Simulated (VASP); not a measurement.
The system is Mg3Sb2.

```
Mg Sb
1.0
     4.58200    0.00000    0.00000
    -2.29100    3.96813    0.00000
     0.00000    0.00000    7.24400
Mg Sb
3 2
Cartesian
  0.0000 2.6454 4.5637
  2.2910 1.3227 2.6803
  0.0000 0.0000 0.0000
  0.0000 2.6454 1.7023
  2.2910 1.3227 5.5417
```

* Program: VASP 6.6.1
* Task: relaxation of cell and atoms
* Functional: PBE
* Potentials or basis: VASP PAW PBE potentials, release 64 (Mg, Sb)
* Cutoff: 600 eV
* k mesh: 9 × 9 × 5
* Occupations: gaussian, width 0.03 eV
* Spin: no spin polarisation

At the start: pressure 1.0 GPa; volume 26.34 Å³/atom.

Problem. How do energy, volume and symmetry change on relaxing?

Solution. Over 10 steps the energy falls by 7.9 meV/atom and the volume is 26.61 Å³/atom (+1.0 %); space group P-3m1 (No. 164, to 0.05 Å).

The path:
```
step  energy change (eV)  largest force (eV/Å)  pressure (GPa)  volume (Å³)
   1              0.0000                0.4968            0.96       131.71
   2             -0.0267                0.2429           -0.25       134.73
   3             -0.0276                0.1917           -0.50       135.42
   4             -0.0349                0.1233           -0.24       134.31
   5             -0.0381                0.0390            0.10       132.99
   6             -0.0393                0.0109            0.00       133.15
   7             -0.0395                0.0054           -0.05       133.24
   8             -0.0395                0.0059           -0.05       133.23
   9             -0.0395                0.0062           -0.04       133.22
  10             -0.0395                0.0033            0.02       133.04
```

Final structure:
```cif
data_structure
_symmetry_space_group_name_H-M 'P 1'
_symmetry_Int_Tables_number 1
_cell_length_a 4.5956
_cell_length_b 4.5956
_cell_length_c 7.2737
_cell_angle_alpha 90.000
_cell_angle_beta 90.000
_cell_angle_gamma 120.000
_cell_volume 133.04
loop_
_atom_site_label
_atom_site_type_symbol
_atom_site_fract_x
_atom_site_fract_y
_atom_site_fract_z
_atom_site_occupancy
Mg1 Mg 0.33333 0.66667 0.63209 1
Mg2 Mg 0.66667 0.33333 0.36791 1
Mg3 Mg 0.00000 0.00000 0.00000 1
Sb1 Sb 0.33333 0.66667 0.22545 1
Sb2 Sb 0.66667 0.33333 0.77455 1
```
